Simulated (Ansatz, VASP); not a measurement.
**BN: VASP beside Ansatz**

The input INCAR:

```
SYSTEM = BN
  PREC = Accurate
  ENCUT = 600
  EDIFF = 1E-6
  ISMEAR = 0
  SIGMA = 0.01
  LREAL = .False.
  LASPH = .True.
  NELM = 100
  ALGO = Normal
  ISIF = 3
  LWAVE = .False.
  LCHARG = .False.
  GGA = CA
  IBRION = 2
  NSW = 80
  EDIFFG = -0.002
```

The input KPOINTS:

```
regular mesh
0
Gamma
  10 10 10
  0 0 0
```

File POSCAR:

```
BN
1.0
    0.0000000000      1.8075000000      1.8075000000
    1.8075000000      0.0000000000      1.8075000000
    1.8075000000      1.8075000000      0.0000000000
B N
1 1
Direct
    0.0000000000      0.0000000000      0.0000000000
    0.2500000000      0.2500000000      0.2500000000
```

Input for Ansatz:

```yaml
crystal:
  lattice:
    - [0.0, 1.8075, 1.8075]
    - [1.8075, 0.0, 1.8075]
    - [1.8075, 1.8075, 0.0]
  atoms:
    - { symbol: B, position: [0.0, 0.0, 0.0] }
    - { symbol: "N", position: [0.25, 0.25, 0.25] }
scf:
  occupations: { method: fixed }
output:
  forces: true
  stress: true
  eigenvalues: true
  write_density: true
  write_potential: true
  elf: true
  volumetric_format: npy
hamiltonian:
  xc: lda
kpoints:
  mp_grid: { grid: [10, 10, 10] }
basis:
  ecutwfc: 600
relax:
  f_tol: 0.002
  max_steps: 60
  cell: { stress_tol: 0.01 }
```

Alike in both runs: task relaxation of cell and atoms; functional LDA; k mesh 10 × 10 × 10; no spin polarisation.

```csv
,VASP,Ansatz
version,VASP 6.6.1,Ansatz 0.2.0
potentials or method,"VASP PAW LDA potentials, release 64 (B, N)","scalar-relativistic, plane waves, PAW"
plane-wave cutoff (eV),600,600
occupations,"gaussian, width 0.01 eV",fixed
valence electrons in the cell,8,8
```

|  | VASP | Ansatz | Ansatz less VASP |
| --- | --- | --- | --- |
| gap on the k mesh at the Fermi level, each at its own relaxed structure (eV) | 4.38 | 4.39 | +0.018 |
| relaxed volume (Å³/atom) | 5.75 | 5.74 | -0.010 |
| relaxed cell length with the largest relative difference (Å) | 2.533 | 2.532 | -0.0014 |
| energy change over the relaxation (meV/atom) | -5 | -6 | -0.6 |

A k mesh can miss the band edges.
